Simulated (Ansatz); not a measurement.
Set up this calculation in Ansatz 0.2.0, as the native input.

| Property | Result |
| --- | --- |
| Task | single point |
| Functional | PBE |
| Potentials or basis | Ansatz PAW |
| Cutoff | 420 eV (not typed: the program's choice for these potentials) |
| k mesh | 5 × 5 × 5 |
| Occupations | fermi-dirac, width 0.05 eV |
| Spin | no spin polarisation |

SnO2:

```
Sn O
1.0
    -3.18061    3.34949    3.41402
     3.18061   -3.34949    3.41402
     3.31719    3.47945   -3.41402
Sn O
4 8
Direct
  0.50000 0.00000 0.00000
  0.50000 0.50000 0.50000
  0.00360 0.75360 0.25000
  0.99640 0.24640 0.75000
  0.80650 0.80377 0.49728
  0.80650 0.30922 0.00272
  0.30244 0.24594 0.05649
  0.68944 0.24594 0.44350
  0.31056 0.75406 0.55649
  0.19350 0.69078 0.99728
  0.69756 0.75406 0.94351
  0.19350 0.19623 0.50272
```

The cell is a database's computed one.

The cell isn't the ideal one: strained by +4 %.

One way to write it, as run:

input.yaml

```yaml
crystal:
  lattice:
    - [-3.1806076, 3.34949206, 3.414021]
    - [3.1806076, -3.34949206, 3.414021]
    - [3.3171864, 3.47944794, -3.414021]
  atoms:
    - { symbol: Sn, position: [0.5, 0.0, 0.0] }
    - { symbol: Sn, position: [0.5, 0.5, 0.5] }
    - { symbol: Sn, position: [0.003599, 0.753599, 0.25] }
    - { symbol: Sn, position: [0.996401, 0.246401, 0.75] }
    - { symbol: O, position: [0.806496, 0.803774, 0.497278] }
    - { symbol: O, position: [0.806496, 0.309218, 0.002722] }
    - { symbol: O, position: [0.302435, 0.24594, 0.056495] }
    - { symbol: O, position: [0.689445, 0.24594, 0.443505] }
    - { symbol: O, position: [0.310555, 0.75406, 0.556495] }
    - { symbol: O, position: [0.193504, 0.690782, 0.997278] }
    - { symbol: O, position: [0.697565, 0.75406, 0.943505] }
    - { symbol: O, position: [0.193504, 0.196226, 0.502722] }
hamiltonian:
  xc: pbe
  pseudopotentials: { kind: paw }
kpoints:
  mp_grid: { grid: [5, 5, 5] }
scf:
  occupations: { method: fermi_dirac, width: 0.05 }
output:
  forces: true
  stress: true
  eigenvalues: true
  write_density: true
  write_potential: true
  elf: true
  volumetric_format: npy
```

Potentials or basis: Ansatz PAW.

Run with:

```sh
$ ansatz run input.yaml --threads 4 --pin off --max-ram 11264MiB --backend cpu --events-out ev --progress --plain --runs-dir out
```

It gave:

```json
{"Pressure": "-0.5 GPa", "Largest force": "0.230 eV/Å", "Band gap on the k mesh": "0.63 eV"}
```

Caveat: odd divisions of the mesh miss points on the zone boundary, where band edges often lie, so the gap on the mesh can be too wide; the pressure holds a Pulay correction of +0.8 GPa for the finite cutoff; spin-orbit coupling is left out, which moves the levels of the heavy elements.

Wall time 19 s on 4 threads of Intel(R) Xeon(R) Processor @ 2.50GHz (Skylake/Cascade Lake), on a shared host, peak memory 0.73 GiB.
